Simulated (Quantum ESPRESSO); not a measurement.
## SiC (Moissanite): band structure with HCTH

SiC (Moissanite):

```xyz
4
Lattice="3.0760 0.0000 0.0000 -1.5380 2.6639 0.0000 0.0000 0.0000 5.0480" Properties=species:S:1:pos:R:3 pbc="T T T"
Si    1.5380    0.8880    2.5240
Si    0.0000    1.7759    0.0000
C     1.5380    0.8880    4.4675
C     0.0000    1.7759    1.9435
```

```
Program             : Quantum ESPRESSO 7.5
Task                : band structure
Functional          : HCTH
Potentials or basis : PseudoDojo 0.4.1 SR PBE standard
Cutoff              : 1116 eV
Density cutoff      : 4463 eV
k mesh              : 10 × 10 × 5
Occupations         : fermi-dirac, width 0.05 eV
Spin                : no spin polarisation
Mixing beta         : 0.5
Most SCF iterations : 120
SCF threshold       : 8e-10 Ry
```

- Pressure: 1.6 GPa
- Largest force: 0.745 eV/Å
- Band gap on the k mesh: 2.93 eV, indirect (least direct gap 4.42 eV)
- Band gap along the path: 2.78 eV, indirect (least direct gap 4.42 eV)

Forces in eV/Å, atoms in the order of the input:
```
Si   0.000  0.000  0.745
Si   0.000  0.000  0.745
C    0.000  0.000 -0.745
C    0.000  0.000 -0.745
```

Stress tensor (GPa, compression positive):
```
 2.94  0.00  0.00
 0.00  2.94  0.00
 0.00  0.00 -1.13
```

Levels at the corners of the path, in eV from the valence-band top:
```
point  band 4  band 5  band 6  band 7  band 8  band 9  band 10  band 11  band 12  band 13
    Γ   -1.55   -1.55   -0.28   -0.28    0.00    4.82     6.26     6.66     6.66     7.70
    M   -6.48   -5.31   -3.49   -3.11   -1.49    2.93     4.50     6.96     7.43     9.84
    K   -6.47   -6.47   -4.02   -3.92   -3.92    2.78     8.30     8.87     8.87     9.46
    Γ   -1.55   -1.55   -0.28   -0.28    0.00    4.82     6.26     6.66     6.66     7.70
    A   -4.36   -0.97   -0.97   -0.97   -0.97    5.90     5.90     7.34     7.34     7.34
    L   -8.32   -2.65   -2.65   -2.31   -2.31    3.52     3.52     5.24     5.24    10.56
    H   -7.85   -5.68   -5.68   -1.74   -1.74    5.07     5.07     6.33     6.33    10.34
    A   -4.36   -0.97   -0.97   -0.97   -0.97    5.90     5.90     7.34     7.34     7.34
    L   -8.32   -2.65   -2.65   -2.31   -2.31    3.52     3.52     5.24     5.24    10.56
    M   -6.48   -5.31   -3.49   -3.11   -1.49    2.93     4.50     6.96     7.43     9.84
    K   -6.47   -6.47   -4.02   -3.92   -3.92    2.78     8.30     8.87     8.87     9.46
    H   -7.85   -5.68   -5.68   -1.74   -1.74    5.07     5.07     6.33     6.33    10.34
```

It took 82 s on 1 thread of Arm Neoverse V1 (shared host), peak memory 0.1 GiB.

Caveat: the potentials were made for another functional, which shifts forces and pressure; the mesh misses the band edges, which the band path finds closer together.
